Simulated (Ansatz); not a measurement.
InN (zinc blende)

```xyz
2
Lattice="0.0000 2.5247 2.5247 2.5247 0.0000 2.5247 2.5247 2.5247 0.0000" Properties=species:S:1:pos:R:3 pbc="T T T"
N      3.7871     3.7871     3.7871
In     0.0000     0.0000     0.0000
```

The slice is a {110} plane (indices of the conventional cell) through the point (0.000, 0.000, 0.000) (fractional), spanned by u = [100] and v = [1 -1 -1] in vectors of this cell: u (3.57 Å) and v (5.05 Å, at 90° to u). It covers one period; positions are fractions (u, v).

The numbers are results of PBE (plane waves to 420 eV, PAW, scalar-relativistic; Ansatz, a quantum-chemistry and plane-wave program), not measurements. k mesh 11×11×11. These are valence fields of a PAW run, semicore shells included where kept as valence: close to a nucleus they are smooth pseudo fields. At this level the bands of InN touch or barely overlap; measurements give the solid a gap. InN was relaxed with its symmetry unable to fall. The PAW data are Ansatz's earlier set.

Three fields on this plane, each scaled to ten steps between its own extremes (0 low, 9 high; the total valence density on a logarithmic scale, the potential cut 8 eV below its top; x marks points blanked near nuclei; v = 0 in the bottom row):

Map A
```
|xxxxx32222222223xxxx|
|xxxxx32211111223xxxx|
|xxxxx32211011223xxxx|
|xxxx3221100011223xxx|
|23322211000001122233|
|22222110000000112222|
|11111100000000011111|
|11110000000000000111|
|00000000000000000000|
|00000000000000000000|
|00000000000000000000|
|00000000111110000000|
|00000011222221100000|
|00000123445443210000|
|00001235677765321000|
|00012467999997642100|
|0001368xxxxxxx863100|
|001257xxxxxxxxx75210|
|011368xxxxxxxxx86311|
|112479xxxxxxxxx97421|
|11236xxxxxxxxxxx6321|
|222259xxxxxxxxx95222|
|222237xxxxxxxxx73222|
|xxxx24xxxxxxxxx42xxx|
|xxxxx25xxxxxxx52xxxx|
|xxxxx23689998632xxxx|
|xxxxx22357775322xxxx|
|xxxxxx223454322xxxxx|
```

Map B
```
|xxxxx97654445679xxxx|
|xxxxx97543334579xxxx|
|xxxxx86433233468xxxx|
|xxxx8654222224568xxx|
|99876543211123456789|
|77765432111112345677|
|55544322111112234455|
|44433221111111223344|
|33222211111111122223|
|22211111122211111122|
|11111112222222111111|
|00011122333332211100|
|00001233444443321000|
|00012334555554332100|
|00012456677766542100|
|00123567889887653210|
|1123467xxxxxxx764321|
|223457xxxxxxxxx75432|
|334568xxxxxxxxx86543|
|445578xxxxxxxxx87554|
|55667xxxxxxxxxxx7665|
|777789xxxxxxxxx98777|
|999889xxxxxxxxx98899|
|xxxx99xxxxxxxxx99xxx|
|xxxxx99xxxxxxx99xxxx|
|xxxxx98889998889xxxx|
|xxxxx98777777789xxxx|
|xxxxxx866656668xxxxx|
```

Map C
```
|xxxxx00257775200xxxx|
|xxxxx00357776300xxxx|
|xxxxx00467776400xxxx|
|xxxx0025677765200xxx|
|00000246777776420000|
|00013466777776643100|
|33345677777777765433|
|66667777777777777666|
|88888888777778888888|
|99988888777778888899|
|99999888777778889999|
|99999888777778889999|
|99999988887888899999|
|99999998888888999999|
|99999998887888999999|
|99999998766678999999|
|9999998xxxxxxx899999|
|999998xxxxxxxxx89999|
|888887xxxxxxxxx78888|
|667776xxxxxxxxx67776|
|33456xxxxxxxxxxx6543|
|000234xxxxxxxxx43200|
|000002xxxxxxxxx20000|
|xxxx00xxxxxxxxx00xxx|
|xxxxx01xxxxxxx10xxxx|
|xxxxx00356665300xxxx|
|xxxxx00367776300xxxx|
|xxxxxx036787630xxxxx|
```

**Question.** Assign the maps to these fields: electron localisation function (ELF); valence electron density; electrostatic potential energy of an electron, from the cell's mean.

**Answer.** A is the electron localisation function (ELF); B is the valence electron density; C is the electrostatic potential energy of an electron, from the cell's mean.
